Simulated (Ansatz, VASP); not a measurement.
**Two plane-wave programs on Ba**

File INCAR:

```
PREC = Accurate ; ENCUT = 520
EDIFF = 1E-6 ; ISMEAR = 0
SIGMA = 0.15 ; LREAL = False
LASPH = True ; NELM = 60
ALGO = Fast ; ISIF = 2
LWAVE = False ; LCHARG = False
GGA = CA ; NBANDS = 11
```

KPOINTS

```
regular mesh
0
Gamma
  15 15 12
```

The input POSCAR:

```
Ba
1.0
    4.1391491500      0.0000000000      0.0000000000
   -2.0695745750      3.5846083139      0.0000000000
    0.0000000000      0.0000000000      3.6003402360
Ba
1
Direct
    0.0000000000      0.0000000000      0.0000000000
```

Input for Ansatz:

```yaml
crystal:
  lattice:
    - [4.13914915, 0.0, 0.0]
    - [-2.069574575, 3.5846083139, 0.0]
    - [0.0, 0.0, 3.600340236]
  atoms:
    - { symbol: Ba, position: [0.0, 0.0, 0.0] }
basis:
  ecutwfc: 420
kpoints:
  mp_grid: { grid: [15, 15, 12] }
hamiltonian:
  xc: lda
scf:
  occupations: { method: gaussian, width: 0.15 }
output:
  forces: true
  stress: true
  eigenvalues: true
```

Change from the starting cell: strain -0.040 along x and y, -0.080 along z, atoms carried along.

Alike in both runs: task single point; functional LDA; k mesh 15 × 15 × 12; occupations gaussian, width 0.15 eV; no spin polarisation.

```csv
,VASP,Ansatz
version,VASP 6.6.1,Ansatz 0.2.0
potentials or method,"VASP PAW LDA potentials, release 64 (Ba_sv)","scalar-relativistic, plane waves, PAW"
plane-wave cutoff (eV),520,420
valence electrons in the cell,10,10
```

```tsv
	VASP	Ansatz	Ansatz less VASP
gap on the k mesh at the Fermi level (eV)	none	none	-
pressure (GPa)	-0.1	-0.3	-0.18
largest component of the traceless stress (GPa)	1.75	1.63	-0.125
```

A gap of «none» marks a metal or a gap that the smearing closes.

The runs have no spin-orbit coupling, so splittings on Ba are missing.
